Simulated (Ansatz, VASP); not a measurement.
# InO5 in VASP and in Ansatz

```
In O
1.0
     0.00000    3.36936    3.36936
     3.36936    0.00000    3.36936
     3.36936    3.36936    0.00000
In O
1 5
Direct
  0.50000 0.50000 0.50000
  0.36678 0.36678 0.36678
  0.36678 0.36678 0.89965
  0.36678 0.89965 0.36678
  0.89965 0.36678 0.36678
  0.00000 0.00000 0.00000
```

Alike in both runs: task single point; functional PBE; k mesh 4 × 4 × 4; occupations gaussian, width 0.1 eV; collinear spin.

```csv
,VASP,Ansatz
version,VASP 6.6.1,Ansatz 0.2.0
potentials or method,"VASP PAW PBE potentials, release 64 (In_d, O)","scalar-relativistic, plane waves, PAW"
plane-wave cutoff (eV),520,420
valence electrons in the cell,43,43
```

|  | VASP | Ansatz | Ansatz less VASP |
| --- | --- | --- | --- |
| gap on the k mesh at the Fermi level (eV) | none | none | - |
| rms of the force components (eV/Å) | 9.623 | 10.249 | +0.6252 |
| net moment per atom (μB) | 0.41 | 0.40 | -0.002 |
| size of the moment on the site where the two differ most (μB) | 1.54 | 1.84 | +0.306 |

Site moments also hang on the region over which each program counts them. Atom by atom the forces differ by 0.625 eV/Å (rms over components). A gap of «none» marks a metal or a gap that the smearing closes. The functional is the same, so the differences come from potentials, cutoffs and numerics.

Caveats: the k mesh is coarse (spacing up to 0.40 Å⁻¹), so the values aren't converged; forces of over 1 eV/Å show positions far from the minimum, so gaps and moduli don't describe the material at rest.
